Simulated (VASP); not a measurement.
Input of a VASP 6.6.1 run:

The input POSCAR:

```
MgO
1.0
    0.0000000000      2.0970013927      2.0970013927
    2.0970013927      0.0000000000      2.0970013927
    2.0970013927      2.0970013927      0.0000000000
Mg O
1 1
Direct
    0.0000000000      0.0000000000      0.0000000000
    0.5000000000      0.5000000000      0.5000000000
```

File INCAR.step1:

```
SYSTEM = MgO
ALGO     = Normal         ! electronic algorithm
EDIFF    = 1E-6           ! SCF threshold, eV
ENCUT    = 520            ! plane-wave cutoff, eV
GGA      = PS             ! functional
ISIF     = 2              ! what is computed and relaxed
ISMEAR   = 0              ! smearing method
LASPH    = .TRUE.         ! aspherical terms in the spheres
LCHARG   = .TRUE.         ! write CHGCAR
LREAL    = .FALSE.        ! projectors in reciprocal space
LWAVE    = .FALSE.        ! write WAVECAR
NBANDS   = 11             ! bands
NELM     = 80             ! most SCF steps
PREC     = Accurate       ! precision mode
SIGMA    = 0.02           ! smearing width, eV
```

Contents of KPOINTS.step1:

```
k-points
0
G
  12 12 12
  0 0 0
```

The input INCAR.step2:

```
SYSTEM = MgO
ALGO     = Normal         ! electronic algorithm
EDIFF    = 1E-6           ! SCF threshold, eV
ENCUT    = 520            ! plane-wave cutoff, eV
GGA      = PS             ! functional
ICHARG   = 11             ! starting density
ISIF     = 2              ! what is computed and relaxed
ISMEAR   = 0              ! smearing method
LASPH    = .TRUE.         ! aspherical terms in the spheres
LCHARG   = .FALSE.        ! write CHGCAR
LREAL    = .FALSE.        ! projectors in reciprocal space
LWAVE    = .FALSE.        ! write WAVECAR
NBANDS   = 11             ! bands
NELM     = 80             ! most SCF steps
PREC     = Accurate       ! precision mode
SIGMA    = 0.05           ! smearing width, eV
```

KPOINTS.step2

```
path GXWKGLUWLK,UX
10
line-mode
reciprocal
 0.0000000000  0.0000000000  0.0000000000  G
 0.5000000000  0.0000000000  0.5000000000  X

 0.5000000000  0.0000000000  0.5000000000  X
 0.5000000000  0.2500000000  0.7500000000  W

 0.5000000000  0.2500000000  0.7500000000  W
 0.3750000000  0.3750000000  0.7500000000  K

 0.3750000000  0.3750000000  0.7500000000  K
 0.0000000000  0.0000000000  0.0000000000  G

 0.0000000000  0.0000000000  0.0000000000  G
 0.5000000000  0.5000000000  0.5000000000  L

 0.5000000000  0.5000000000  0.5000000000  L
 0.6250000000  0.2500000000  0.6250000000  U

 0.6250000000  0.2500000000  0.6250000000  U
 0.5000000000  0.2500000000  0.7500000000  W

 0.5000000000  0.2500000000  0.7500000000  W
 0.5000000000  0.5000000000  0.5000000000  L

 0.5000000000  0.5000000000  0.5000000000  L
 0.3750000000  0.3750000000  0.7500000000  K

 0.6250000000  0.2500000000  0.6250000000  U
 0.5000000000  0.0000000000  0.5000000000  X
```

Potentials or basis: VASP PAW PBE potentials, release 64 (Mg, O).

Run with:

```bash
$ cat potpaw_PBE.64/Mg/POTCAR potpaw_PBE.64/O/POTCAR > POTCAR
$ cp INCAR.step1 INCAR
$ cp KPOINTS.step1 KPOINTS
$ mpirun -np 1 vasp_std > vasp.out
$ cp INCAR.step2 INCAR
$ cp KPOINTS.step2 KPOINTS
$ mpirun -np 1 vasp_std > vasp.out
```

**Question.** Predict the band gap on the k mesh.

**Answer.** 4.76 eV, direct.

**Question.** Estimate the band gap along the path.

**Answer.** 4.76 eV, direct.

Levels at the corners of the path, in eV from the valence-band top:
```tsv
point	band 2	band 3	band 4	band 5	band 6	band 7
Γ	0.00	0.00	0.00	4.76	15.70	15.70
X	-4.20	-1.38	-1.38	8.93	10.02	13.11
X	-4.20	-1.38	-1.38	8.93	10.02	13.11
W	-3.05	-3.05	-1.82	11.59	11.59	12.24
W	-3.05	-3.05	-1.82	11.59	11.59	12.24
K	-3.60	-2.79	-1.18	9.99	11.83	12.51
K	-3.60	-2.79	-1.18	9.99	11.83	12.51
Γ	0.00	0.00	0.00	4.76	15.70	15.70
Γ	0.00	0.00	0.00	4.76	15.70	15.70
L	-4.74	-0.68	-0.68	7.83	12.65	16.31
L	-4.74	-0.68	-0.68	7.83	12.65	16.31
U	-3.60	-2.79	-1.18	9.99	11.83	12.51
U	-3.60	-2.79	-1.18	9.99	11.83	12.51
W	-3.05	-3.05	-1.82	11.59	11.59	12.24
W	-3.05	-3.05	-1.82	11.59	11.59	12.24
L	-4.74	-0.68	-0.68	7.83	12.65	16.31
L	-4.74	-0.68	-0.68	7.83	12.65	16.31
K	-3.60	-2.79	-1.18	9.99	11.83	12.51
U	-3.60	-2.79	-1.18	9.99	11.83	12.51
X	-4.20	-1.38	-1.38	8.93	10.02	13.11
```

Caveat: the log is that of the step along the path at fixed density, whose energy, stress, charges and moments have no meaning.

**What was measured.**

From “Electronic structure of alkaline earth and post-transition metal oxides”, 2009, arxiv:0908.1581, for a bulk crystal of MgO: band gap 7.83 eV.

A measured gap of MgO is 7.83 eV (quoted in “Electronic structure of alkaline earth and post-transition metal oxides”, 2009, arxiv:0908.1581); the calculated 4.76 eV misses it by -3.07 eV. The value is that of PBEsol, without temperature or zero-point motion. Semilocal functionals fall short of measured gaps as a rule. The cell is a database's relaxed one, not the measured one, which moves gaps too.
